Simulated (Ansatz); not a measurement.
## Zr₃N₄: field gradients at two levels of theory

Cell: a COD entry, its atoms then relaxed with PBE in this cell.

```cif
data_Zr3N4
_symmetry_space_group_name_H-M 'I-43d'
_symmetry_Int_Tables_number 220
_cell_length_a 6.7400
_cell_length_b 6.7400
_cell_length_c 6.7400
_cell_angle_alpha 90.000
_cell_angle_beta 90.000
_cell_angle_gamma 90.000
loop_
_atom_site_label
_atom_site_type_symbol
_atom_site_symmetry_multiplicity
_atom_site_Wyckoff_symbol
_atom_site_fract_x
_atom_site_fract_y
_atom_site_fract_z
Zr Zr 12 a 0.3750 0.0000 0.2500
N N 16 c 0.0687 0.0687 0.0687
```

One atom of each set is listed; the run and its k-mesh use a cell of 14 atoms with edges of 5.84, 5.84, 5.84 Å.

First run. Method: Kohn–Sham DFT in Ansatz, PBE, plane waves and PAW, scalar-relativistic, 420 eV cutoff, Γ-centred 6×6×6 k-points, Fermi–Dirac smearing 0.02 eV.

```tsv
site	V_zz (10²¹ V/m²)	η
Zr	9.98	0.00
N	0.57	0.00
```

Second run. The same atoms and settings, except that spin–orbit coupling is included (fully relativistic PAW files).

(1) What does the second run give?

Results:

(1) 

```tsv
site	V_zz	η	change of V_zz
Zr	9.99	0.00	+0.01
N	0.57	0.00	0.00
```

No V_zz moves by more than 0.01.

With a gap of 0.7 eV on this mesh, small gradients can still move by 0.1 × 10²¹ V/m² or more as the k-mesh gets denser.
